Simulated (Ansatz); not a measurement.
**Si2Ni: further runs on a relaxed guess**

Aim: for this structure of Si2Ni, see whether it has a gap, which orbitals make up the states near it and how charge is shared.

Computed with Ansatz 0.2.0 (DFT PBE, scalar-relativistic, plane waves, PAW, unless a step's input says otherwise).

## (1) The structure to begin with

Symmetry: Fd-3m, No. 227, cubic system. Conventional cell: a = 9.659 Å, b = 9.659 Å, c = 9.659 Å, α = 90.00°, β = 90.00°, γ = 90.00°. Si (site symmetry -3m) has 2 Ni at 2.09 Å as nearest neighbours. Around Ni (site symmetry -43m) lie 4 Si at 2.09 Å.

Coordinates:

```
Si Ni
1.0
     0.00000    4.82956    4.82956
     4.82956    0.00000    4.82956
     4.82956    4.82956    0.00000
Si Ni
4 2
Direct
  0.12500 0.12500 0.12500
  0.12500 0.12500 0.62500
  0.12500 0.62500 0.12500
  0.62500 0.12500 0.12500
  0.25000 0.25000 0.25000
  0.00000 0.00000 0.00000
```

The cell was relaxed beforehand at this level, from a generated guess; it needn't be the stable form of this composition. At a tolerance of 0.02 Å it has space group Fd-3m (No. 227); it has 37.55 Å³/atom, an uncorrected energy of +0.63 eV/atom over the elements.

## (2) Static run: bands, density of states and charges

Input file input.yaml:

```yaml
crystal:
  lattice:
    - [0.0, 4.829556295, 4.829556295]
    - [4.829556295, 0.0, 4.829556295]
    - [4.829556295, 4.829556295, 0.0]
  atoms:
    - { symbol: Si, position: [0.125, 0.125, 0.125] }
    - { symbol: Si, position: [0.125, 0.125, 0.625] }
    - { symbol: Si, position: [0.125, 0.625, 0.125] }
    - { symbol: Si, position: [0.625, 0.125, 0.125] }
    - { symbol: Ni, position: [0.25, 0.25, 0.25] }
    - { symbol: Ni, position: [0.0, 0.0, 0.0] }
basis:
  ecutwfc: 420
kpoints:
  mp_grid: { grid: [6, 6, 6] }
  band_path:
    path:
      - [[0.0, 0.0, 0.0], [0.5, 0.0, 0.5], [0.625, 0.25, 0.625]]
      - [[0.375, 0.375, 0.75], [0.0, 0.0, 0.0], [0.5, 0.5, 0.5], [0.5, 0.25, 0.75], [0.5, 0.0, 0.5]]
    npoints: 14
hamiltonian:
  xc: pbe
scf:
  occupations: { method: gaussian, width: 0.02 }
  n_extra_bands: 15
output:
  forces: true
  stress: true
  eigenvalues: true
  populations: true
  dos: { projected: true, de: 0.02, nscf_kmesh: { grid: [9, 9, 9] } }
  bader: true
  write_density: true
  write_potential: true
  elf: true
  volumetric_format: npy
```

The run is started by

```bash
ansatz run input.yaml --threads 1 --pin off --max-ram 2560MiB --backend cpu --events-out ev --progress --plain --runs-dir out
```

Before running it: what results should come out? Wanted: gap; Bader charges.

The runs gave:

```
     quantity                          value
          gap  1.05 eV, indirect on the path
Bader charges           Si +0.68, Ni -1.37 e
```

**Reading.** The gap is 1.05 eV, with the valence top at X and the conduction bottom between K and Γ on the path. Of the projected weight, the top eV of the valence band is Si 3p (82 %), and the lowest eV of the conduction band Si 3p (74 %). By Bader's charges (1.4 e at most) the bonding is polar.
